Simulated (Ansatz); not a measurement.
Input and command of a calculation in Ansatz (plane waves; scalar-relativistic PAW potentials unless the input names others):

```yaml
crystal:
  lattice:
    - [0.0, 3.189205491, 2.1688319106]
    - [1.2538424675, 0.0, 2.1688319106]
    - [1.2538424675, 3.189205491, 0.0]
  atoms:
    - { symbol: B, position: [0.0001068737, 0.0001068737, 0.9998931263] }
    - { symbol: "N", position: [0.6665931163, 0.6665931163, 0.3334068837] }
  symmetry: { detect: false }
basis:
  ecutwfc: 420
kpoints:
  mp_grid: { grid: [12, 12, 12] }
hamiltonian:
  xc: pbe
  dispersion: d3bjatm
scf:
  occupations: { method: gaussian, width: 0.05 }
output:
  forces: true
  eigenvalues: true
  stress: true
```

```bash
ansatz run input.yaml --threads 1 --pin off --max-ram 2560MiB --backend cpu --events-out ev --progress --plain --runs-dir out
```

Abridged log:
```
Basis set: ecut = 420 eV, 349 PW (Γ), exchange–correlation on 54×36×48 points (8 copies of the dense FFT grid, shifted against one another)
Bands: 8, of which v1, the nominal top of the filled ones, is band 4 counted from 1 (3 counted from 0)
Symmetry: 1 space group operations
k-points: 868 of 1728 (time reversal used)
SCF iter   1: F=—  HF=-542.659571 eV  |F-HF|=—  |Δ(HF+E_count)|=         —  Δρ=1.51e-3  dr2=9.29e-5  ethr=1.77e-3  ⟨swp⟩=4.2  Hψ=45440  notcnv=0
SCF iter   2: F=—  HF=-542.660508 eV  |F-HF|=—  |Δ(HF+E_count)|=   9.37e-4  Δρ=8.35e-4  dr2=2.57e-5  ethr=1.16e-6  ⟨swp⟩=2.0  Hψ=17360  notcnv=0
SCF iter   3: F=—  HF=-542.660707 eV  |F-HF|=—  |Δ(HF+E_count)|=   1.99e-4  Δρ=3.02e-4  dr2=5.97e-6  ethr=3.21e-7  ⟨swp⟩=2.0  Hψ=10190  notcnv=0
SCF iter   4: F=—  HF=-542.660729 eV  |F-HF|=—  |Δ(HF+E_count)|=   2.22e-5  Δρ=5.97e-5  dr2=2.94e-7  ethr=7.46e-8  ⟨swp⟩=2.0  Hψ=10307  notcnv=0
SCF iter   5: F=-542.660729 eV  HF=-542.660729 eV  |F-HF|=2.13e-8  |Δ(HF+E_count)|=   9.63e-9  Δρ=2.30e-5  dr2=4.65e-8  ethr=3.67e-9  ⟨swp⟩=2.0  Hψ=9537  notcnv=0
SCF iter   6: F=-542.660729 eV  HF=-542.660729 eV  |F-HF|=1.03e-9  |Δ(HF+E_count)|=   2.98e-8  Δρ=1.61e-6  dr2=1.89e-10  ethr=5.81e-10  ⟨swp⟩=2.2  Hψ=24080  notcnv=0
SCF 1 converged in 6 iterations: F = -542.660729 eV  dr2 = 1.89e-10
SCF converged after 6 iterations
Free energy (F): -542.660729 eV
Harris-Foulkes:  -542.660729 eV  (|F-HF|=1.03e-9)
Internal energy: -542.660729 eV  (E = F + TS)
E sigma→0 (E₀):  -542.660729 eV
Fermi energy:    7.069741 eV
  E_disp       = -0.277788  (pairwise vdW)
--- Forces (eV/Å), atoms counted from 1 ---
  atom   1  B      0.00000000    -0.00000006     0.00740184
  atom   2  N     -0.00000003    -0.00000016    -0.00740310
--- Stress (GPa, compression-positive) ---
        0.367316       0.000000       0.000000
        0.000000       2.043137       0.000000
        0.000000       0.000000      -0.106013
  P = ⅓ Tr σ = 0.7681 GPa (7.681 kbar)
```

Apart from outputs and empty bands, the input differs from a reference run on usual settings in hamiltonian.dispersion: "d3bj" → "d3bjatm"; crystal.symmetry: not typed → {"detect": false}. The reference, at the same geometry (not necessarily relaxed), gave pressure 0.44 GPa, largest force 0.007 eV/Å, gap on the mesh 3.37 eV. This run converged in 6 SCF iterations (reference: 6) with an energy at zero smearing 9.16 meV/atom above the reference's (the Hamiltonian itself differs), pressure 0.77 GPa, largest force 0.007 eV/Å, gap on the mesh 3.37 eV.

It took 13 s on 1 thread of Intel(R) Xeon(R) Platinum 8259CL CPU @ 2.50GHz (Skylake/Cascade Lake) (shared host), peak memory 0.53 GiB.